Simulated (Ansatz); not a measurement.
Method: Ansatz, DFT PBE, scalar-relativistic, plane waves, PAW. All cells share a 420 eV cutoff and Γ-centred k meshes spaced at most about 0.3 Å⁻¹ (2π included). No spin polarisation in the final relaxations.

These are static total energies at zero pressure. All come from trial cells, and lower structures may exist.

Problem. Order these relaxed structures of SiO₂ by energy, lowest first, with the energy over the lowest of them.
A.

```
Si O
1.0
     8.23903    0.00000    0.00000
     0.00000    8.23903    0.00000
     0.00000    0.00000    5.55898
Si O
8 16
Direct
  0.31385 0.93126 0.50000
  0.68615 0.93126 0.00000
  0.68615 0.06874 0.50000
  0.93126 0.68615 0.00000
  0.93126 0.31385 0.50000
  0.31385 0.06874 0.00000
  0.06874 0.31385 0.00000
  0.06874 0.68615 0.50000
  0.50000 0.00000 0.50000
  0.23645 0.00000 0.25000
  0.23645 0.00000 0.75000
  0.26575 0.73425 0.50000
  0.76355 0.00000 0.75000
  0.76355 0.00000 0.25000
  0.73425 0.73425 0.00000
  0.50000 0.00000 0.00000
  0.73425 0.26575 0.50000
  0.00000 0.50000 0.00000
  0.00000 0.76355 0.75000
  0.00000 0.76355 0.25000
  0.00000 0.23645 0.25000
  0.00000 0.23645 0.75000
  0.00000 0.50000 0.50000
  0.26575 0.26575 0.00000
```

B.

```
Si O
1.0
     2.65398   -6.00335    0.00000
     2.65398    6.00335    0.00000
     0.00000    0.00000    5.02771
Si O
3 6
Direct
  0.67300 0.32700 0.50000
  0.32700 0.67300 0.50000
  0.50000 0.50000 0.00000
  0.00000 0.50000 0.50000
  0.50000 0.00000 0.50000
  0.59898 0.40102 0.23121
  0.59898 0.40102 0.76879
  0.40102 0.59898 0.23121
  0.40102 0.59898 0.76879
```

Solution. A (0 meV/atom), B (151 meV/atom). Forms: A P4_2/mcm; B Cmmm. Counting O atoms around Si (those within 1.25 times the shortest such distance or 1.15 times the sum of covalent radii): A has Si 4; B has Si 4.

Cells relaxed within their symmetry can be saddle points. The part of the Crystallography Open Database at hand lists SiO2 in space groups No. 1, 3, 5, 6, 7 and others; no cell shown has one of them. Some structure types and database cells were kept out of the candidates from the start, so a known form may be missing.
